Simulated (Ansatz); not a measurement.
## Cd: frozen-core PAW against all-electron methods

```
Cd
1.0
     2.95847    0.00000    0.00000
    -1.47924    2.56211    0.00000
     0.00000    0.00000    5.88593
Cd
2
Direct
  0.33333 0.66667 0.25000
  0.66667 0.33333 0.75000
```

Atom numbers follow the list: Cd1, Cd2.

Structure from Materials Project entry mp-94 (possibly hypothetical), not relaxed further.

All numbers are computed: DFT, PBEsol, PAW with Ansatz's default frozen-core files, scalar-relativistic (Ansatz 0.2.0); DFT, PBEsol, all-electron PAW with datasets made for the crystal, scalar-relativistic (Ansatz 0.2.0); DFT, PBEsol, all-electron LAPW, scalar-relativistic (Ansatz 0.2.0).

For PAW: a Γ-centred 14×14×6 k mesh, Fermi–Dirac smearing of 0.03 eV, cutoff 420 eV, no spin polarisation; the PAW files were made with PBE, and the program remakes their frozen cores for this functional. The crystal-made all-electron datasets (AE datasets) take a cutoff of 260 eV at this cell. LAPW targets a basis error of 0.25 meV/atom. The Ansatz runs share mesh, smearing and spin set-up. Plane-wave (PAW) pressures include the program's estimate of the Pulay term.

Stress and pressure are positive in compression.

Spin–orbit coupling is left out, which moves gradients at and beside heavy atoms by some per cent and at worst by a factor of two.

In a metal, gradients converge slowly with the k mesh: the values move by tens of per cent from one mesh to another, at times in sign, so only the comparison on one mesh counts.

Levels count from the Fermi level.

| quantity | PAW | AE datasets | LAPW |
| --- | --- | --- | --- |
| pressure (GPa) | -2.20 | -2.21 | -2.21 |
| highest filled level at K (eV) | -8.587 | -8.588 | -8.588 |
| lowest empty level at K (eV) | 0.273 | 0.273 | 0.273 |
| highest filled level at L (eV) | -1.461 | -1.461 | -1.461 |
| lowest empty level at L (eV) | 0.130 | 0.131 | 0.131 |
| highest filled level at H (eV) | -8.492 | -8.492 | -8.493 |
| lowest empty level at H (eV) | 1.215 | 1.215 | 1.215 |
| field gradient Vzz at Cd1 (10²¹ V/m²) | 9.21 | 9.43 | – |

PAW's pressure differs from the LAPW value by about 0.01 GPa or less.
